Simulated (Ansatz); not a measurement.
**SiC (Moissanite 6H): further runs on the relaxed cell**

This session takes SiC (Moissanite 6H) and sets out to relax it again with other functionals.

The COD entry's cell or inner coordinates are ideal or old and differ from later refinements, so a difference from it is no clean test against experiment.

Computed with Ansatz 0.2.0 (DFT PBE, scalar-relativistic, plane waves, PAW, unless a step's input says otherwise).

1 further run of the same task is left out (set aside as unsound or not needed).

### Step 1. The structure to begin with

The structure is hexagonal, space group P6_3mc (No. 186). The conventional cell has a = 3.095 Å, b = 3.095 Å, c = 15.186 Å, α = 90.00°, β = 90.00°, γ = 120.00°. Si (site symmetry 3m) has 4 C at 1.90 Å as nearest neighbours. Si (site symmetry 3m) has 4 C at 1.89 to 1.90 Å as nearest neighbours. Around C (site symmetry 3m) lie 4 Si at 1.89 to 1.90 Å. C (site symmetry 3m) has 4 Si at 1.90 Å as nearest neighbours.

Coordinates:

```
Si C
1.0
     3.09500    0.00000    0.00000
    -1.54750    2.68035    0.00000
     0.00000    0.00000   15.18644
Si C
6 6
Direct
  0.00000 0.00000 0.12504
  0.00000 0.00000 0.62504
  0.33333 0.66667 0.29182
  0.66667 0.33333 0.79182
  0.33333 0.66667 0.95831
  0.66667 0.33333 0.45831
  0.00000 0.00000 0.99969
  0.00000 0.00000 0.49969
  0.33333 0.66667 0.16683
  0.66667 0.33333 0.66683
  0.33333 0.66667 0.83332
  0.66667 0.33333 0.33332
```

This cell was relaxed beforehand with the same method: volume 10.50 Å³/atom, gap on the mesh 2.03 eV.

### Step 2. The cell under PBEsol

The input, input.yaml:

```yaml
crystal:
  lattice:
    - [3.0949980731, 0.0, 0.0]
    - [-1.5474990366, 2.680346956, 0.0]
    - [0.0, 0.0, 15.1864399632]
  atoms:
    - { symbol: Si, position: [0.0, 0.0, 0.1250399221] }
    - { symbol: Si, position: [0.0, 0.0, 0.6250399221] }
    - { symbol: Si, position: [0.3333333333, 0.6666666667, 0.2918177992] }
    - { symbol: Si, position: [0.6666666667, 0.3333333333, 0.7918177992] }
    - { symbol: Si, position: [0.3333333333, 0.6666666667, 0.9583095063] }
    - { symbol: Si, position: [0.6666666667, 0.3333333333, 0.4583095063] }
    - { symbol: C, position: [0.0, 0.0, -0.0003123163] }
    - { symbol: C, position: [0.0, 0.0, 0.4996876837] }
    - { symbol: C, position: [0.3333333333, 0.6666666667, 0.1668296831] }
    - { symbol: C, position: [0.6666666667, 0.3333333333, 0.6668296831] }
    - { symbol: C, position: [0.3333333333, 0.6666666667, 0.8333154055] }
    - { symbol: C, position: [0.6666666667, 0.3333333333, 0.3333154055] }
basis:
  ecutwfc: 420
kpoints:
  mp_grid: { grid: [12, 12, 2] }
hamiltonian:
  xc: pbesol
scf:
  occupations: { method: gaussian, width: 0.02 }
output:
  forces: true
  stress: true
  eigenvalues: true
relax:
  adjacent_minimum: "off"
  f_tol: 0.005
  max_steps: 50
  cell: { stress_tol: 0.05 }
```

Command:

```sh
$ ansatz run input.yaml --threads 4 --pin off --max-ram 10240MiB --backend cpu --events-out ev --progress --plain --runs-dir out
```

### Step 3. The cell under PBE+D3(BJ)

Changes to input.yaml since step 2:

```diff
@@ -23,3 +23,4 @@
 hamiltonian:
-  xc: pbesol
+  xc: pbe
+  dispersion: d3bj
 scf:
```

### Step 4. Relaxing with LDA

Changes to input.yaml since step 3:

```diff
@@ -23,4 +23,3 @@
 hamiltonian:
-  xc: pbe
-  dispersion: d3bj
+  xc: lda
 scf:
```

### Step 5. The cell under r2SCAN

Changes to input.yaml since step 4:

```diff
@@ -19,3 +19,3 @@
 basis:
-  ecutwfc: 420
+  ecutwfc: 500
 kpoints:
@@ -23,3 +23,3 @@
 hamiltonian:
-  xc: lda
+  xc: r2scan
 scf:
```

(Steps that only read results are left out.)

Before running it: what results should come out?

The runs gave:

The volumes rise in the order LDA, PBE+D3(BJ), r2SCAN, PBEsol, PBE, over 3.5 %. PBE comes nearest to the reported cell (+0.1 %).
